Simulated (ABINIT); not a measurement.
The system is HfB2.

```
Hf B
1.0
     3.14000    0.00000    0.00000
    -1.57000    2.71932    0.00000
     0.00000    0.00000    3.48000
Hf B
1 2
Cartesian
  0.0000 0.0000 0.0000
  1.5700 0.9064 1.7400
  0.0000 1.8129 1.7400
```

Base run:

```yaml
Program: ABINIT 10.8.3 (patched build)
Functional: HCTH407
Potentials_or_basis: JTH PAW PBE v2.0
Cutoff: 517 eV
k_mesh: 10 × 10 × 8
Occupations: fermi-dirac, width 0.05 eV
Spin: spin-orbit coupling, no magnetisation
```

Its results: band gap on the k mesh none (metal or under the smearing width); pressure -8.3 GPa.

Problem. The run is repeated on the same cell with these changes: functional from HCTH407 to RPBE. What comes out?

Solution. Band gap on the k mesh none (metal or under the smearing width); pressure 5.3 GPa.

Caveats: the PAW data sets were made with another functional, which shifts forces and pressure a little.
